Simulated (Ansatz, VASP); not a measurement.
PbSe: VASP beside Ansatz

```xyz
2
Lattice="0.0232 3.0887 3.0887 3.0887 0.0232 3.0887 3.1119 3.1119 0.0000" Properties=species:S:1:pos:R:3 pbc="T T T"
Pb    0.0000    0.0000    0.0000
Se    3.1119    3.1119    3.0887
```

Change from the starting cell: shear_xy strain +1.5%.

Alike in both runs: task single point; functional r2SCAN; k mesh 8 × 8 × 8; no spin polarisation.

|  | VASP | Ansatz |
| --- | --- | --- |
| version | VASP 6.6.1 | Ansatz 0.2.0 |
| potentials or method | VASP PAW PBE potentials, release 64 (Pb_d, Se) | plane waves, PAW |
| plane-wave cutoff (eV) | 520 | 500 |
| occupations | gaussian, width 0.01 eV | fixed |
| valence electrons in the cell | 20 | 30 |

Ansatz gave:

```
gap on the k mesh at the Fermi level (eV)       : 0.59
pressure (GPa)                                  : 0.0
largest component of the traceless stress (GPa) : 0.27
```

**Question.** Estimate VASP's values.

**Answer.** gap on the k mesh at the Fermi level (eV): 0.60; pressure (GPa): 0.0; largest component of the traceless stress (GPa): 0.27.

The two sets of potentials don't hold the same shells in valence.

Caveats: the PAW data sets were made with another functional, which shifts forces and pressure a little (VASP); spin-orbit coupling is left out, which as a rule narrows the gap of such compounds by several tenths of an eV. A k mesh can miss the band edges.
